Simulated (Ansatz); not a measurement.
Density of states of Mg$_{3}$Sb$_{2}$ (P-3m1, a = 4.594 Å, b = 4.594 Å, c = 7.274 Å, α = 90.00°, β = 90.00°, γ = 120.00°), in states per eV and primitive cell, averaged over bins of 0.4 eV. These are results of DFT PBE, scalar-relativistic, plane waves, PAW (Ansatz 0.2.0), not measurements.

Plane waves to 420 eV, a k mesh through Γ of 12×12×6 on the computed 5-atom cell and Gaussian smearing (0.01 eV); no spin polarisation.

The cell is relaxed at this level. The states (both spins) are summed by tetrahedra on a 18×18×9 mesh at the self-consistent density. Energies are bin centres; the table starts no lower than −8 eV and ends at 6 eV, or lower where the solved bands end.

The gap is 0.11 eV at this level, with the zero inside it.

```
E − E_F (eV) total Sb 5p Mg 3s Sb 5s
       -4.75   1.20   0.78   0.40   0.02
       -4.35   3.55   2.41   0.98   0.12
       -3.95   2.61   1.80   0.59   0.17
       -3.55   2.04   1.41   0.43   0.16
       -3.15   2.20   1.64   0.38   0.11
       -2.75   2.48   1.97   0.31   0.10
       -2.35   2.86   2.39   0.24   0.07
       -1.95   3.26   2.78   0.22   0.05
       -1.55   3.41   2.96   0.18   0.04
       -1.15   4.08   3.69   0.11   0.03
       -0.75   1.84   1.71   0.02   0.01
       -0.35   0.47   0.44   0.00   0.00
        0.05   0.06   0.01   0.04   0.00
        0.45   0.83   0.12   0.52   0.03
        0.85   1.42   0.26   0.79   0.04
        1.25   1.68   0.25   0.74   0.05
        1.65   2.55   0.32   0.86   0.10
        2.05   2.50   0.33   0.68   0.11
        2.45   3.59   0.47   0.89   0.10
        2.85   3.54   0.40   0.60   0.06
        3.25   3.48   0.36   0.48   0.04
        3.65   3.42   0.35   0.45   0.04
        4.05   3.45   0.33   0.41   0.04
        4.45   2.89   0.25   0.32   0.03
        4.85   3.55   0.31   0.41   0.03
```

The columns after the total are the Löwdin projections on the occupied valence shells of the potentials. The rest of the total lies in shells that are empty in the free atom, which aren't projected, and between the atoms.

Spin-orbit coupling is left out, which matters for the bands of heavy elements.

Cost: 1 run of about 0.95 core-minutes, on AMD EPYC 9B45 (Zen 5) (shared hosts).